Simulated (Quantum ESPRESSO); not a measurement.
## Pb under changes of volume

One of the cells (30.914 Å³/atom); the others are scaled copies at fixed shape and fractional positions:

```xyz
4
Lattice="3.5244 0.0000 0.0000 -1.7622 3.0522 0.0000 0.0000 0.0000 11.4952" Properties=species:S:1:pos:R:3 pbc="T T T"
Pb    1.7622    1.0174    8.6214
Pb    0.0000    0.0000    5.7476
Pb    0.0000    2.0348    2.8738
Pb    0.0000    0.0000    0.0000
```

This isn't the form of Pb at room conditions, which is fcc.

* Program: Quantum ESPRESSO 7.5
* Functional: LDA
* Potentials or basis: GBRV 1.5 LDA
* Cutoff: 612 eV
* Density cutoff: 4898 eV
* k mesh: 9 × 9 × 3
* Occupations: fermi-dirac, width 0.05 eV
* Spin: no spin polarisation

```tsv
volume (Å³/atom)	energy over the lowest point (meV/atom)	pressure (GPa)
29.059	0.00	-0.5
29.677	3.57	-1.5
30.295	10.82	-2.4
30.914	21.43	-3.2
31.532	?	?
32.150	51.03	-4.6
32.769	69.42	-5.1
```

Problem. What does the run at 31.532 Å³/atom give?

Solution. Energy over the lowest point 34.91 meV/atom; pressure -3.9 GPa.

Worked out: A Birch-Murnaghan fit of order 3 (a polynomial in V^(-2/3)) to the other rows has its minimum at 28.84 Å³/atom, just outside them, with B0 = V·E''(V) = 53 GPa and B' = 4.7 at fixed shape and positions, which overstates the stiffness. It gives 34.94 meV/atom at 31.532 Å³/atom, against the run's 34.91, and -dE/dV = -3.8 GPa, against -3.9.

Energies are extrapolated to zero smearing.
